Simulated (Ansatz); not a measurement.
The system is V.

```xyz
1
Lattice="-1.5144 1.5144 1.5144 1.5144 -1.5144 1.5144 1.5144 1.5144 -1.5144" Properties=species:S:1:pos:R:3 pbc="T T T"
V     0.0000    0.0000    0.0000
```

Base run:

```yaml
Program: Ansatz 0.2.0
Functional: PBE
Potentials_or_basis: all-electron LAPW, scalar-relativistic
Cutoff: 258 eV (chosen from the basis error)
Basis_error_allowed: 0.001 eV/atom
k_mesh: 12 × 12 × 12
Occupations: gaussian, width 0.015 eV
Spin: collinear spin, ferromagnetic start
Starting_moments: "[2.0] μB"
```

Its results: pressure -5.3 GPa; net moment 0.12 μB per cell.

Problem. The run is repeated on the same cell with these changes: occupations from gaussian, width 0.015 eV to fermi-dirac, width 0.05 eV. What comes out?

Solution. Pressure -5.4 GPa; net moment 0.00 μB per cell.

Caveats: the starting moments weren't kept.
